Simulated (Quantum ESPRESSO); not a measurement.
BaTiO3:

```
Ba Ti O
1.0
     4.00600    0.00000    0.00000
     0.00000    4.00600    0.00000
     0.00000    0.00000    4.00600
Ba Ti O
1 1 3
Direct
  0.50000 0.50000 0.50000
  0.00000 0.00000 0.00000
  0.00000 0.00000 0.50000
  0.00000 0.50000 0.00000
  0.50000 0.00000 0.00000
```

Program: Quantum ESPRESSO 7.5. Alike in all runs: task dielectric tensor; level PBE; potentials or basis GBRV 1.5 PBE; no spin polarisation; cell as given; cutoff (eV) 612; smearing fermi-dirac 0.05 eV. Hardware: 1 thread of Intel(R) Xeon(R) Processor @ 2.50GHz (Skylake/Cascade Lake) (shared host).

Problem. Order these runs on this cell by their wall time, lowest first.
A. k mesh 10 × 10 × 10, shifted; mesh quality not flagged
B. k mesh 2 × 2 × 2, shifted; mesh quality coarse
C. k mesh 6 × 6 × 6, shifted; mesh quality not flagged

Solution. B (230 s), C (500 s), A (1400 s).

Caveats: some runs use coarse meshes.
